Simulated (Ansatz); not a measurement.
# FeCo3: how settings move the results

One table from this session's results is given with a row withheld; the runs are named, their logs left out.

Computed with Ansatz 0.2.0 (DFT r2SCAN, scalar-relativistic, plane waves, PAW, unless a step's input says otherwise).

1 further run of the same task is left out (set aside as unsound or not needed). Runs told in other sessions of the task aren't counted.

## The starting structure

It takes space group Pm-3m (No. 221, cubic). Conventional cell: a = 3.536 Å, b = 3.536 Å, c = 3.536 Å, α = 90.00°, β = 90.00°, γ = 90.00°. Around Fe (site symmetry m-3m) lie 12 Co at 2.50 Å. Around Co (site symmetry 4/mmm) lie 4 Fe at 2.50 Å and 8 Co at 2.50 Å.

Coordinates:

```
CELL_PARAMETERS angstrom
3.53570 0.00000 0.00000
0.00000 3.53570 0.00000
0.00000 0.00000 3.53570
ATOMIC_POSITIONS crystal
Fe 0.00000 0.00000 0.00000
Co 0.50000 0.50000 0.00000
Co 0.50000 0.00000 0.50000
Co 0.00000 0.50000 0.50000
```

Source of the structure: the Materials Project (structure only). It is taken as it stands there.

## The base run, which the others are set against

input.yaml

```yaml
crystal:
  lattice:
    - [3.53570262, 0.0, 0.0]
    - [0.0, 3.53570262, 0.0]
    - [0.0, 0.0, 3.53570262]
  atoms:
    - { symbol: Fe, position: [0.0, 0.0, 0.0], spin: 3.22 }
    - { symbol: Co, position: [0.5, 0.5, 0.0], spin: 2.09 }
    - { symbol: Co, position: [0.5, 0.0, 0.5], spin: 2.09 }
    - { symbol: Co, position: [0.0, 0.5, 0.5], spin: 2.09 }
basis:
  ecutwfc: 500
kpoints:
  mp_grid: { grid: [12, 12, 12] }
hamiltonian:
  xc: r2scan
scf:
  occupations: { method: gaussian, width: 0.1 }
output:
  forces: true
  stress: true
  eigenvalues: true
  populations: true
magnetization:
  spin_polarized: true
```

Its results, from an earlier run: -4970.1534 eV/atom at zero smearing, pressure 0.24 GPa, largest force 0.000 eV/Å, no gap on the mesh, site moments Fe +2.92, Co +1.90 (×3) μB, in 21 SCF cycles and 29 s.

Set-up of the first run:

input.yaml

```yaml
crystal:
  lattice:
    - [3.53570262, 0.0, 0.0]
    - [0.0, 3.53570262, 0.0]
    - [0.0, 0.0, 3.53570262]
  atoms:
    - { symbol: Fe, position: [0.0, 0.0, 0.0], spin: 3.21 }
    - { symbol: Co, position: [0.5, 0.5, 0.0], spin: 2.09 }
    - { symbol: Co, position: [0.5, 0.0, 0.5], spin: 2.09 }
    - { symbol: Co, position: [0.0, 0.5, 0.5], spin: 2.09 }
basis:
  ecutwfc: 500
kpoints:
  mp_grid: { grid: [1, 1, 1] }
hamiltonian:
  xc: r2scan
scf:
  occupations: { method: gaussian, width: 0.1 }
output:
  forces: true
  stress: true
  eigenvalues: true
  populations: true
magnetization:
  spin_polarized: true
```

Command:

```bash
$ ansatz run input.yaml --threads 1 --pin off --max-ram 2560MiB --backend cpu --events-out ev --progress --plain --runs-dir out
```

Steps of the session up to this table: K-point mesh: 1×1×1; K-point mesh: 2×2×2; K-point mesh: 4×4×4; K-point mesh: 6×6×6; K-point mesh set to 8×8×8; K-point mesh set to 10×10×10; K-point mesh: 14×14×14; K-point mesh: 16×16×16; K-point mesh set to 18×18×18.

One table of the session follows, with a row left open; its other results are not shown here.

It belongs to the step «What the k-point mesh changes». 

| mesh | ΔE (meV/atom) | pressure (GPa) | cell moment (μB) |
| --- | --- | --- | --- |
| 1×1×1 | 1159 | 22.66 | 13.00 |
| 2×2×2 | 147 | -3.63 | 7.75 |
| 4×4×4 | -8.41 | -2.39 | 7.85 |
| 6×6×6 | -3.56 | 0.22 | 8.20 |
| 8×8×8 | ? | ? | ? |
| 10×10×10 | -1.71 | 0.07 | 8.14 |
| 12×12×12 | -0.10 | 0.24 | 8.17 |
| 14×14×14 | -0.19 | 0.12 | 8.15 |
| 16×16×16 | -0.01 | 0.04 | 8.14 |
| 18×18×18 | 0.00 | 0.01 | 8.14 |

Estimate the missing values for 8×8×8.

The run gave: ΔE (meV/atom): -2.07; pressure (GPa): -0.14; cell moment (μB): 8.13. In the column «ΔE (meV/atom)» it lies between 6×6×6 (-3.56) and 10×10×10 (-1.71).

Caveats from the session: The error changes sign along the series, since a k mesh isn't variational, and a metal needs dense meshes to resolve its Fermi surface. The magnetic state reached may not be the lowest one. Warnings in the runs' records: stability check not made.
